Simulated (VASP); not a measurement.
Here is a VASP 6.6.1 calculation.

The input INCAR:

```
PREC = Accurate
ENCUT = 300
EDIFF = 1E-7
ISMEAR = 0
SIGMA = 0.03
LREAL = False
LASPH = True
NELM = 80
ALGO = Fast
ISIF = 2
LWAVE = False
LCHARG = False
GGA = PE
IBRION = 2
NSW = 40
EDIFFG = -0.01
```

KPOINTS

```
regular mesh
0
Gamma
  4 4 4
```

POSCAR

```
BeTe                                    
1.0
    0.0000000000      2.8786324760      2.8786324760
    2.8786324760      0.0000000000      2.8786324760
    2.8786324760      2.8786324760      0.0000000000
  Be              Te            
     1     1
Direct
     0.0000000000000000    0.0000000000000000    0.0000000000000000
     0.2500000000000000    0.2500000000000000    0.2500000000000000
```

Potentials or basis: VASP PAW PBE potentials, release 64 (Be, Te).

Run with:

```console
$ cat potpaw_PBE.64/Be/POTCAR potpaw_PBE.64/Te/POTCAR > POTCAR
$ mpirun -np 1 vasp_std > vasp.out
```

(1) Estimate the band gap on the k mesh.

## Answers

(1) 2.12 eV, indirect (least direct gap 3.35 eV).

Caveat: the k mesh is coarse (spacing up to 0.47 Å⁻¹), so the values aren't converged; the relaxation stopped at its first step, so nothing moved; spin-orbit coupling is left out, which moves the levels of the heavy elements.
